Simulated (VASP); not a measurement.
A run of VASP 6.6.1:

INCAR

```
  PREC = Accurate
  ENCUT = 520
  EDIFF = 1E-7
  ISMEAR = 0
  SIGMA = 0.1
  LREAL = F
  LASPH = T
  NELM = 60
  ALGO = Fast
  ISIF = 2
  LWAVE = F
  LCHARG = F
  GGA = CA
  NBANDS = 18
```

KPOINTS

```
regular mesh
0
Gamma
  10 10 10
```

File POSCAR:

```
Lu
1.0
   -1.9541071088      1.9541071088      1.9541071088
    1.9541071088     -1.9541071088      1.9541071088
    1.9541071088      1.9541071088     -1.9541071088
Lu
1
Direct
    0.0000000000      0.0000000000      0.0000000000
```

Potentials or basis: VASP PAW PBE potentials, release 64 (Lu).

Command:

```console
$ cat potpaw_PBE.64/Lu/POTCAR > POTCAR
$ mpirun -np 1 vasp_std > vasp.out
```

Hardware: 1 thread of Intel(R) Xeon(R) Platinum 8488C (Sapphire Rapids) (shared host).

Q: How long does it take, and how much memory?

A: It took 39 s on 1 thread of Intel(R) Xeon(R) Platinum 8488C (Sapphire Rapids) (shared host), peak memory 0.15 GiB. Counts: scf iterations 24, k points 47.
